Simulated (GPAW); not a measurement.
# A GW chain in GPAW: SnCl2 (1T monolayer)

How does a plane-wave GW calculation on SnCl2 (1T monolayer) run from the first input to the gap?

Program: GPAW 26.7.0. Level of theory: LDA and many-body steps on it, plane waves. Values are calculated unless marked as measured.

## Step 1: Set-up

The cell holds 3 atoms: 1 Sn and 2 Cl. Its edges and angles: a = 4.113 Å, b = 4.113 Å, c = 13.800 Å, α = 90.0°, β = 90.0°, γ = 120.0°. Vacuum lies along c.

The structure was relaxed with LDA. The runs that relaxed it are not among those shown.

## Step 2: Ground state

This step: GPAW 26.7.0; DFT, LDA, plane waves, PAW.

The ground-state density comes first.

run.py reads:

```python
import json
import numpy as np
from gpaw.mpi import world
from ase import Atoms
from gpaw import GPAW, PW, FermiDirac

atoms = Atoms(['Sn', 'Cl', 'Cl'],
    cell=[[4.1128745548, 0.0000000000, 0.0000000000],
      [-2.0564372774, 3.5618538471, 0.0000000000],
      [0.0000000000, 0.0000000000, 13.8000000000]],
    scaled_positions=[[0.0000000000, 0.0000000000, 0.5000000000],
      [0.3333333333, 0.6666666667, 0.6087908546],
      [0.6666666667, 0.3333333333, 0.3912091454]],
    pbc=(True, True, False))
calc = GPAW(mode=PW(450),
    xc='LDA',
    kpts={'size': (9, 9, 1), 'gamma': True},
    occupations=FermiDirac(0.001),
    nbands=-7,
    convergence={'density': 1e-6, 'bands': -3},
    maxiter=100,
    txt='gs.txt')
atoms.calc = calc
res = {'energy': atoms.get_potential_energy()}
kpts = calc.get_ibz_k_points()
res['kpts'] = kpts
res['eigenvalues'] = [calc.get_eigenvalues(kpt=k) for k in range(len(kpts))]
res['n_electrons'] = calc.get_number_of_electrons()
calc.write('gs.gpw')

if world.rank == 0:
    with open('result.json', 'w') as f:
        json.dump(res, f, default=lambda x: x.tolist())
```

Run with:

```sh
$ mpirun -n 4 gpaw python run.py
```

Standard output:

```text
__  _  _
 | _ |_)|_||  |
 |__||  | ||/\| - 26.7.0

Input parameters:
  mode=PW(ecut=450.000000),
  convergence={'density': 1e-06, 'bands': -3},
  kpts=MonkhorstPack(size=(9, 9, 1), gamma=True),
  maxiter=100,
  nbands=-7,
  occupations=Occupations(name='fermi-dirac', width=0.001, fixmagmom=False),
  xc=XC(name='LDA')
  [... matrices ...]
Diagonalizing LCAO Hamiltonian
Converting LCAO to pw mode

         Cl

       Sn
             Cl

Atoms  # Å, Bohr magnetons
|   | symbol |         x |        y |        z |    initial magnetic moments |
| 0 |     Sn |  0.000000 | 0.000000 | 6.900000 | ( 0.0000,  0.0000,  0.0000) |
| 1 |     Cl | -0.000000 | 2.374569 | 8.401314 | ( 0.0000,  0.0000,  0.0000) |
| 2 |     Cl |  2.056437 | 1.187285 | 5.398686 | ( 0.0000,  0.0000,  0.0000) |

Unit cell  # Å
| periodic |         x |        y |         z |   lengths |     angles |
|      yes |  4.112875 | 0.000000 |  0.000000 |  4.112875 |  90.000000 |
|      yes | -2.056437 | 3.561854 |  0.000000 |  4.112875 |  90.000000 |
|       no |  0.000000 | 0.000000 | 13.800000 | 13.800000 | 120.000000 |

Number of symmetries: 12
Symmetry operations  # r_c * U_cc + t_c -> r_c
|    | kind |            matrix            |
|  0 |  σ   |  1, 1, 0,  0,-1, 0,  0, 0, 1 |
|  1 |  S6  |  1, 1, 0, -1, 0, 0,  0, 0,-1 |
|  2 |  E   |  1, 0, 0,  0, 1, 0,  0, 0, 1 |
|  3 |  C2  |  1, 0, 0, -1,-1, 0,  0, 0,-1 |
|  4 |  C2  |  0, 1, 0,  1, 0, 0,  0, 0,-1 |
|  5 |  C3  |  0, 1, 0, -1,-1, 0,  0, 0, 1 |
|  6 |  S6  |  0,-1, 0,  1, 1, 0,  0, 0,-1 |
|  7 |  σ   |  0,-1, 0, -1, 0, 0,  0, 0, 1 |
|  8 |  σ   | -1, 0, 0,  1, 1, 0,  0, 0, 1 |
|  9 |  i   | -1, 0, 0,  0,-1, 0,  0, 0,-1 |
| 10 |  C3  | -1,-1, 0,  1, 0, 0,  0, 0, 1 |
| 11 |  C2  | -1,-1, 0,  0, 1, 0,  0, 0,-1 |

BZ-sampling:
  Number of BZ points: 81
  Number of IBZ points: 12

  Monkhorst-Pack size: [9, 9, 1]
  Monkhorst-Pack shift: [0, 0, 0]

K-points  # in reciprocal-cell coordinates
|     |                                coordinates |     weight |
|   0 | (  0.00000000,   0.00000000,   0.00000000) | 0.01234568 |
|   1 | (  0.11111111,   0.00000000,   0.00000000) | 0.07407407 |
|   2 | (  0.22222222,  -0.11111111,   0.00000000) | 0.07407407 |
|   3 | (  0.22222222,   0.00000000,   0.00000000) | 0.07407407 |
|   4 | (  0.33333333,  -0.11111111,   0.00000000) | 0.14814815 |
|   5 | (  0.33333333,   0.00000000,   0.00000000) | 0.07407407 |
|   6 | (  0.33333333,   0.33333333,   0.00000000) | 0.02469136 |
|   7 | (  0.44444444,  -0.22222222,   0.00000000) | 0.07407407 |
|   8 | (  0.44444444,  -0.11111111,   0.00000000) | 0.14814815 |
|   9 | (  0.44444444,   0.00000000,   0.00000000) | 0.07407407 |
| ... |                                            |            |
|  11 | (  0.44444444,   0.44444444,   0.00000000) | 0.07407407 |

Plane wave coefficients: 4425
Cutoff: 450.000000 eV

Spin-components: 1 (collinear spins)
Bands:           21
Projectors:      16
Spin-degeneracy: 2
Datatype:        complex128

  Storage: CPU
  Wave functions: 17_486_784 bytes (4_371_696 per core)
  Projectors: 19_152_192 bytes (4_788_048 per core)
  [... matrices ...]
Parallelization:
  kpt:    4
  domain: 1
  band:   1

Density:
  Valence electrons: 28.0
  Components: 1
  Grid points: [21 21 70]
  Charge: 0.0  # |e|

Potential:
  Grid points: [21 21 70]

species:
  Sn:
    name:    Tin
    Z:       50.0
    valence: 14
    core:    36
    charge:  0.0  # [|e|]
    compensation charges:
      type: gauss
      rc: 0.38  # [Å]
      lmax: 2
    cutoffs:
      filter: 2.23  # [Å]
      core: 2.35  # [Å]
    projectors
    | kind |    occ | energy [eV] | rcut [Å] |
    |   5s |  2.000 |     -10.799 |    1.201 |
    |   5p |  2.000 |      -3.869 |    1.270 |
    |   4d | 10.000 |     -25.910 |    1.185 |
    |    s |        |      16.413 |    1.201 |
    |    p |        |      23.342 |    1.270 |
    |    d |        |       1.302 |    1.185 |

    Using partial waves for Sn as LCAO basis

  Cl:
    name:    Chlorine
    Z:       17.0
    valence: 7
    core:    10
    charge:  0.0  # [|e|]
    compensation charges:
      type: gauss
      rc: 0.25  # [Å]
      lmax: 2
    cutoffs:
      filter: 1.40  # [Å]
      core: 1.49  # [Å]
    projectors
    | kind |    occ | energy [eV] | rcut [Å] |
    |   3s |  2.000 |     -20.688 |    0.794 |
    |   3p |  5.000 |      -8.701 |    0.794 |
    |    s |        |       6.523 |    0.794 |
    |    p |        |      18.511 |    0.794 |
    |    d |        |       0.000 |    0.794 |

    Using partial waves for Cl as LCAO basis

Reference energy: -192903.846078  # eV

eigensolver:
  PPCG
  Converge bands: -3
  niter=2

density mixing:
  MSR1-Mixer
  Pratt-step length: 0.05
  Maximum mixing coefficient: 0.75
  Old densities: 10
  SVD Regularization: 0.005
  Good broyden scale: 1.0
  Trust region scale: 1.0
  Backstep threshold: 4.0
  History deletion threshold: 6.0
  Fourier metric: weight=20.0, sigma=0.015

occupation numbers:
  Fermi-Dirac:
    width: 0.0010  # eV

poisson solver:
  ecut: 3600.000000  # eV

xc functional:
  name: None

Initialization done in: 0.867 s

convergence criteria:
- Maximum integral of absolute [dens]ity change: 1e-06 electrons / valence electron
- Maximum [total energy] change in last 3 cyles: 0.0005 eV / valence electron
- Maximum integral of absolute [eigenst]ate change: 4e-08 eV^2 / valence electron
maximum number of iterations: 100

SCF iterations
|iter     |     time |      energy | eigst |  dens |
|iter:   1|  |  -12.175690 | +1.32 |       |
|iter:   2|  |  -12.097604 | +0.13 | -1.28 |
|iter:   3|  |  -11.798000 | -1.03 | -1.33 |
|iter:   4|  |  -11.786787 | -2.11 | -1.80 |
|iter:   5|  |  -11.785885c| -3.13 | -2.17 |
|iter:   6|  |  -11.785836c| -4.06 | -2.95 |
|iter:   7|  |  -11.785835c| -4.99 | -3.57 |
|iter:   8|  |  -11.785835c| -5.86 | -4.24 |
|iter:   9|  |  -11.785835c| -6.56 | -4.97 |
|iter:  10|  |  -11.785835c| -7.40c| -5.55 |
|iter:  11|  |  -11.785835c| -7.94c| -6.10c|

Converged in 11 steps
SCF loop duration: 5.538 s (0.503 s/step)
Energy contributions relative to reference atoms: (reference = -192903.846078)
  [... matrices ...]
Energy contributions:
  Kinetic:          14.772983
  Coulomb:         -15.592427
  Zero:              0.004281
  External:          0.000000
  Xc:              -10.970673
  Entropy:          -0.000000
  Spinorbit:         0.000000
  ----------------------------
  Free energy:     -11.785835
  Extrapolated:    -11.785835

dipole moment: (-7.045642, -12.203410, 0.000024)  # |e|*Ang

Fermi level: -1.477
Eigenvalues  # (at kpt = [0.000, 0.000, 0.000])
| band index |      eig [eV] | occ [0-2] |
|          0 |       -23.410 |     2.000 |
|        ... |               |           |
|          6 |       -17.158 |     2.000 |
|          7 |        -8.919 |     2.000 |
|          8 |        -5.301 |     2.000 |
|          9 |        -5.301 |     2.000 |
|         10 |        -5.171 |     2.000 |
|         11 |        -5.171 |     2.000 |
|         12 |        -5.080 |     2.000 |
|         13 |        -3.755 |     2.000 |
|         14 |        -0.843 |     0.000 |
|         15 |         1.061 |     0.000 |
|         16 |         1.061 |     0.000 |
|         17 |         3.119 |     0.000 |
|         18 |         3.662 |     0.000 |
|         19 |         4.826 |     0.000 |
|         20 |         5.821 |     0.000 |

Gap: 2.116 eV
Transition (v -> c):
  (s=0, k=6, n=13, [0.33, 0.33, 0.00]) -> (s=0, k=0, n=14, [0.00, 0.00, 0.00])
Direct/indirect transitions are different
Direct gap: 2.913 eV
Transition at: (s=0, k=0, n=13, [0.00, 0.00, 0.00])
vacuum-level: 3.749  # V
# Writing to gs.gpw (mode='')
  [... matrices ...]
```

Elapsed: 8.2 s, on 4 MPI ranks of Arm Neoverse V1, shared host; peak memory 0.74 GiB; 32 s of CPU time.

Numbers from this step:

```
total energy               : -11.79 eV
gap                        : 2.116 eV
k of the valence top       : 0.3333, 0.3333, 0
k of the conduction bottom : 0, 0, 0
least direct gap           : 2.913 eV
```

The gap is indirect, with the least direct gap 0.80 eV higher.

## Step 3: Empty states on the mesh, 6×6×1 mesh, 338 bands

The sums over transitions need many empty states on a uniform mesh; this step solves for them.

run.py reads:

```python
import json
import numpy as np
from gpaw.mpi import world
from gpaw import GPAW

calc = GPAW('gs.gpw').fixed_density(kpts={'size': (6, 6, 1), 'gamma': True},
    parallel={'domain': 1, 'band': 1},
    txt='nscf.txt')
calc.diagonalize_full_hamiltonian(nbands=338)
calc.write('full.gpw', mode='all')
res = {}
kpts = calc.get_ibz_k_points()
res['kpts'] = kpts
res['eigenvalues'] = [calc.get_eigenvalues(kpt=k) for k in range(len(kpts))]
res['n_electrons'] = calc.get_number_of_electrons()

if world.rank == 0:
    with open('result.json', 'w') as f:
        json.dump(res, f, default=lambda x: x.tolist())
```

Run with:

```sh
$ mpirun -n 4 gpaw python run.py
```

Standard output:

```text
Diagonalizing LCAO Hamiltonian
Converting LCAO to pw mode
convergence criteria:
- Maximum integral of absolute [eigenst]ate change: 4e-08 eV^2 / valence electron
maximum number of iterations: 100

SCF iterations
|iter     |     time |      energy | eigst |  dens |
|iter:   1|  |             | +1.20 |       |
|iter:   2|  |             | +0.02 |       |
|iter:   3|  |             | -1.05 |       |
[...]
|iter:  10|  |             | -6.24 |       |
|iter:  11|  |             | -6.85 |       |
|iter:  12|  |             | -7.60c|       |
SCF steps: 12
  __  _  _
 | _ |_)|_||  |
 |__||  | ||/\| - 26.7.0

Input parameters:
  mode=PW(ecut=450.000000),
  convergence={'density': 1e-06, 'bands': -3},
  gpts=array([21, 21, 70]),
  kpts=MonkhorstPack(size=(6, 6, 1), gamma=True),
  maxiter=100,
  nbands=21,
  occupations=Occupations(name='fermi-dirac', width=0.001, fixmagmom=False),
  parallel={'domain': 1, 'band': 1},
  xc=XC(name='LDA')
Matrix size: 4337x4337
# Writing to full.gpw (mode='all')
  [... matrices ...]

timing:  # [seconds]
  Total: 146.206  # ━━━━━━━━━━━━━━━━━━━━━━━━━━━━━━━━━━━━━━━━━━━━━━━━━━━━━━━━━
```

The job ended after 2.5 min (4 MPI ranks; peak memory 6.3 GiB).

Read from the output:

| Property | Result |
| --- | --- |
| gap | 2.116 eV |
| k of the valence top | 0.3333, 0.3333, 0 |
| k of the conduction bottom | 0, 0, 0 |
| least direct gap | 2.913 eV |
| k points computed | 7 |
| lowest point of the top converged band, above the valence top | 79.5125 eV |

On this mesh the gap is 2.116 eV.

## Step 4: Screening and self-energy, 6×6×1 mesh, 152 bands, screening to 48 eV

Now the one-shot GW correction: screening in the RPA, then the self-energy of the levels asked for.

This step: G0W0 on LDA, plane waves, PAW.

run.py reads:

```python
import json
import numpy as np
from gpaw.mpi import world
from gpaw.response.g0w0 import G0W0

gw = G0W0('full.gpw',
    filename='gw',
    kpts=[0, 4],
    bands=(12, 16),
    ecut=48,
    nbands=152,
    truncation='2D',
    integrate_gamma='sphere',
    q0_correction=True,
    frequencies={'type': 'nonlinear', 'domega0': 0.15, 'omega2': 15.0},
    eta=0.1,
    nblocksmax=True)
gw.calculate()
res = {mode: {k: v for k, v in r.items() if k != 'sigma_eskwn'}
       for mode, r in gw.all_results.items()}

if world.rank == 0:
    with open('result.json', 'w') as f:
        json.dump(res, f, default=lambda x: x.tolist())
```

Run with:

```sh
$ mpirun -n 4 gpaw python run.py
```

Standard output:

```text
Using integrator: PointIntegrator
NonLinearFrequencyDescriptor(from 0.000 to 67.346 eV, 158 points)
Nonperiodic BCs:  [False False  True]
Using integrator: PointIntegrator
NonLinearFrequencyDescriptor(from 0.000 to 67.346 eV, 158 points)
Nonperiodic BCs:  [False False  True]
Applying analytical 2D correction to W:
    Evaluating Gamma point contribution to W on a 21x21x1 grid
  ___  _ _ _
 |   || | | |
 | | || | | |
 |__ ||_____|
 |___|

BZ k-points: Symmetries present (total): 12

  [... matrices ...]
36 k-points: 6 x 6 x 1 Monkhorst-Pack grid + [1/12,1/12,0.000000]
7 k-points in the irreducible part of the Brillouin zone
       k-points in crystal coordinates                weights
   0:     0.00000000    0.00000000    0.00000000          1/36
   1:     0.16666667    0.00000000    0.00000000          6/36
   2:     0.33333333   -0.16666667    0.00000000          6/36
   3:     0.33333333    0.00000000    0.00000000          6/36
   4:     0.33333333    0.33333333    0.00000000          2/36
   5:     0.50000000    0.33333333    0.00000000         12/36
   6:     0.50000000    0.50000000    0.00000000          3/36

Distributing spins, k-points and bands (1 x 2 x 4) over 1 process
Number of blocks: 4

Quasi particle states:
k-points (IBZ indices): [0, 4]
Band range: (12, 16)
  [... matrices ...]
Computational parameters:
Plane wave cut-off: 48 eV
Number of bands: 152
Coulomb cutoff: 2D
Broadening: 0.1 eV

fxc modes: GW
Kernel: RPA
Using full-frequency real axis integration
Summing all q:

Calculating screened Coulomb potential
2D Coulomb truncation
NonLinearFrequencyDescriptor(from 0.000 to 67.346 eV, 158 points)
Removing empty qpoint cache files...

Calculating chi0 body with:
    Ground state adapter containing:
    Number of spins: 1
    Number of kpoints: 36
    Number of irreducible kpoints: 7
    Number of completely occupied states: 14
    Number of partially occupied states: 14
    Occupied states memory: 6.594543 M / cpu

    Linear response parametrization:
    q_c: [1.387779e-17, 1.387779e-17, 0.0]
    Number of frequency points: 158
    Planewave cutoff: 48.0
    Number of bands: 152
    Number of planewaves: 141
    Broadening (eta): 0.1
    comm.size: 4
    kncomm.size: 1
    blockcomm.size: 4

    Memory estimate of potentially large arrays:
        chi0_wGG: 11.982719 M / cpu
Integrating chi0 body.

Symmetries of q_c:
    Direct symmetries (Uq -> q): 12
    Indirect symmetries (TUq -> q): 0
In total 12 allowed symmetries.

  [... matrices ...]
7 groups of equivalent kpoints. 80.555556% reduction.

Integral kind: spectral function
Integrating chi0 head and wings.

Symmetries of q_c:
    Direct symmetries (Uq -> q): 12
    Indirect symmetries (TUq -> q): 0
In total 12 allowed symmetries.

  [... matrices ...]
7 groups of equivalent kpoints. 80.555556% reduction.

Integral kind: spectral function wings

Calculating chi0 body with:
    Ground state adapter containing:
    Number of spins: 1
    Number of kpoints: 36
    Number of irreducible kpoints: 7
    Number of completely occupied states: 14
    Number of partially occupied states: 14
[... the further q-points ...]

Results:
f:      Occupation numbers
eps:     KS-eigenvalues [eV]
vxc:     KS vxc [eV]
exx:     Exact exchange [eV]
sigma:   Self-energies [eV]
dsigma:  Self-energy derivatives
Z:       Renormalization factors
qp:      QP-energies [eV]

k-point 0 (0): (0.000, 0.000, 0.000)                GW
band       f     eps     vxc     exx   sigma  dsigma       Z      qp
                                                                   GW
  12   1.000  -5.080 -16.125 -20.311   2.935  -0.374   0.728  -5.990
  13   1.000  -3.755 -16.094 -18.443   1.567  -0.293   0.774  -4.360
  14   0.000  -0.843 -11.242  -6.907  -2.604  -0.232   0.812   0.562
  15   0.000   1.061 -13.160  -8.257  -2.759  -0.259   0.794   2.763

k-point 1 (4): (0.333, 0.333, 0.000)                GW
band       f     eps     vxc     exx   sigma  dsigma       Z      qp
                                                                   GW
  12   1.000  -5.119 -16.380 -20.504   2.876  -0.370   0.730  -6.031
  13   1.000  -2.959 -17.318 -19.411   1.507  -0.290   0.775  -3.413
  14   0.000   1.330 -14.085  -9.306  -2.668  -0.266   0.790   2.997
  15   0.000   1.330 -14.085  -9.306  -2.668  -0.266   0.790   2.997
```

The job ended after 78 s (4 MPI ranks; peak memory 1.7 GiB).

Numbers from this step:

- G0W0 gap on the mesh: 3.975 eV
- least direct G0W0 gap on the computed points: 4.922 eV
- Z at the valence top: 0.7749
- Z at the conduction bottom: 0.8117
- starting gap on the mesh: 2.116 eV
- k of the valence top: 0.3333, 0.3333, 0
- k of the conduction bottom: 0, 0, 0

The gap on the mesh goes from 2.12 eV to 3.98 eV, a correction of +1.86 eV.

Limits: finite bands, cutoff and mesh; no spin-orbit coupling. v1 is the top filled band, c1 the lowest empty one. The levels before and after the correction (eV, zero at the valence-band top of each column):

|  | conduction bottom | valence top |
| --- | --- | --- |
| Kohn-Sham | 2.12 | 0.00 |
| G0W0 | 3.98 | 0.00 |

|  | level | energy (eV) |
| --- | --- | --- |
| Kohn-Sham | Γ v2 | -2.121 |
| Kohn-Sham | Γ v1 | -0.796 |
| Kohn-Sham | Γ c1 | 2.116 |
| Kohn-Sham | Γ c2 | 4.020 |
| Kohn-Sham | (0.333 0.333 0) v2 | -2.160 |
| Kohn-Sham | (0.333 0.333 0) v1 | 0.000 |
| Kohn-Sham | (0.333 0.333 0) c1-c2 | 4.289 |
| G0W0 | Γ v2 | -2.577 |
| G0W0 | Γ v1 | -0.947 |
| G0W0 | Γ c1 | 3.975 |
| G0W0 | Γ c2 | 6.176 |
| G0W0 | (0.333 0.333 0) v2 | -2.618 |
| G0W0 | (0.333 0.333 0) v1 | 0.000 |
| G0W0 | (0.333 0.333 0) c1-c2 | 6.410 |

## Step 5: Where the time went

Times are wall times on 4 MPI ranks of Arm Neoverse V1, shared host, good to a factor of about two.

| step | time | share | memory (GiB) |
| --- | --- | --- | --- |
| ground state | 8.2 s | 3 % | 0.74 |
| empty states on the mesh | 2.5 min | 64 % | 6.3 |
| screening and self-energy | 78 s | 33 % | 1.7 |

## Step 6: What came out

* LDA gap: 2.12 eV, indirect
* G0W0 gap on the mesh: 3.98 eV
* GW settings: 6×6×1 mesh, 152 bands, screening to 48 eV, full frequency, Hilbert transform
* known limits: short of the basis limit; no spin-orbit coupling

In words: G0W0 moves the gap on the mesh from 2.12 eV to 3.98 eV (+1.86 eV), with Z of 0.77 and 0.81 at the edges. The dearest step here is «empty states on the mesh». Bands and cutoff are finite, so the gap stands short of the basis limit, usually by up to a few tenths of an eV; the mesh is an error of its own. In this program the long-wavelength screening can come out low in d oxides and layered crystals. The many-body steps are scalar-relativistic: spin-orbit coupling is not in them.

[Long decimals in the printed logs are rounded to 6 places.]

[Logs are printed without paths, hosts, clocks, repeated set-up lines and the standing remarks that a program may print on its own settings, such as how far it seeks lower states.]

[Paths, hosts, dates, memory and timing lines, banners, echoed tables and standing remarks are left out of the program output; an Ansatz launch command may be rebuilt from the run's recorded settings. Measured values are a selection of at most five: reports struck by readers or far from the other reports are left out. None is set beside runs whose start may be inverted or whose files or cutoffs have a known fault.]

[Runs of the session that timed out or met a known fault of the program may be left out.]

[Hosts, paths, dates, database ids (printed as entryN), source tags and the programs' standing remarks are cut or masked in the printed files.]

[Where the starting crystal was built by hand or by swapping elements, it need not be the compound's stable phase.]
